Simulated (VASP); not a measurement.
Write the native input for VASP 6.6.1 that does the following.

```yaml
Task: single point
Functional: LDA
Potentials_or_basis: VASP PAW LDA potentials, release 64 (Zn, O)
Cutoff: 520 eV
k_mesh: 9 × 9 × 6
Occupations: gaussian, width 0.02 eV
Spin: no spin polarisation
Dipole_correction: no
Further_INCAR_settings: ALGO = Fast; EDIFF = 1e-06; NBANDS = 26
```

The structure of ZnO lies in POSCAR:

```
ZnO
1.0
    3.3696485231      0.0000000000      0.0000000000
   -1.6848242615      2.9182012228      0.0000000000
    0.0000000000      0.0000000000      4.4242137997
Zn O
2 2
Direct
    0.3333333333      0.6666666667      0.0000000000
    0.6666666667      0.3333333333      0.5000000000
    0.3333333333      0.6666666667      0.5000000000
    0.6666666667      0.3333333333      1.0000000000
```

Measurements of this composition are mostly on another form, of space group No. 186.

These files were run (other wordings do the same):

INCAR

```
PREC = Accurate
ENCUT = 520
EDIFF = 1E-6
ISMEAR = 0
SIGMA = 0.02
LREAL = False
LASPH = True
NELM = 100
ALGO = Fast
ISIF = 2
LWAVE = False
LCHARG = True
GGA = CA
LELF = True
LVHAR = True
NBANDS = 26
```

KPOINTS

```
regular mesh
0
Gamma
  9 9 6
```

Potentials or basis: VASP PAW LDA potentials, release 64 (Zn, O).

Command:

```bash
$ cat potpaw_LDA.64/Zn/POTCAR potpaw_LDA.64/O/POTCAR > POTCAR
$ mpirun -np 1 vasp_std > vasp.out
```

It gave:

```json
{
  "Pressure": "1.3 GPa",
  "Band gap on the k mesh": "1.07 eV, indirect (least direct gap 1.11 eV)"
}
```

Caveat: an odd mesh through Γ misses points on the zone boundary, where band edges often lie.

Run time: 33 s on 1 thread of Intel(R) Xeon(R) Platinum 8488C (Sapphire Rapids), with other jobs on the host, peak memory 0.17 GiB.
